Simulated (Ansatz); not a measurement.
Clean, relaxed (100) surface of GaN, space group P6_3mc (No. 186) (top face towards +c; held atoms: 1, 2, 3, 4, 5, 6, 7, 8, 9, 10, 11, 12):

```
CELL_PARAMETERS angstrom
6.39313 0.00000 0.00000
0.00000 5.20857 0.00000
0.00000 0.00000 22.45938
ATOMIC_POSITIONS crystal
Ga 0.50000 0.00081 0.35620
Ga 0.00000 0.00081 0.35620
N 0.50000 0.62419 0.35620
N 0.00000 0.62419 0.35620
Ga 0.75000 0.50081 0.39728
Ga 0.25000 0.50081 0.39728
N 0.75000 0.12419 0.39728
N 0.25000 0.12419 0.39728
Ga 0.75000 0.00081 0.47946
Ga 0.25000 0.00081 0.47946
N 0.75000 0.62419 0.47946
N 0.25000 0.62419 0.47946
Ga 0.00000 0.49856 0.51815
Ga 0.50000 0.49856 0.51815
N 0.00000 0.12304 0.51941
N 0.50000 0.12304 0.51941
Ga 0.00000 0.00432 0.60645
Ga 0.50000 0.00432 0.60645
N 0.00000 0.62888 0.60358
N 0.50000 0.62888 0.60358
Ga 0.25000 0.46964 0.63149
Ga 0.75000 0.46964 0.63149
N 0.25000 0.12276 0.64283
N 0.75000 0.12276 0.64283
```

Computed with DFT PBE+D3(BJ), scalar-relativistic, plane waves, PAW (Ansatz). Settings: cutoff 420 eV, Γ-centred mesh 3×3×1 on the computed 26-atom cell, Gaussian smearing of 0.05 eV; no spin polarisation. A dipole correction removes the field between periodic images along c.

H2 is put on the top face, one molecule per 33.3 Å², and relaxed from 3 starts; the cell is lengthened along c to keep the vacuum. E_ads is per molecule, from the clean relaxed slab and the free relaxed molecule; negative means bound; no zero-point or thermal terms, forces under 0.04 eV/Å, and the free molecule is spin-polarised where open-shell. Heights count from the highest slab atom. Δp counts per cell along +c.

```
                                            start E_ads (eV) molecule lowest atom's height (Å) shortest contact  Δp (e·Å)
    flat, lowest atom H over a hollow N-Ga-N site       -0.16     whole                      1.66        H–N 2.43 Å    +0.059
random tilt, lowest atom H over a bridge N-N site       -0.16     whole                      1.66        H–N 2.42 Å    +0.057
         upright, lowest atom H over a top N site       -0.16     whole                      1.67        H–N 2.45 Å    +0.060
```

Each end is the local minimum that its start leads to.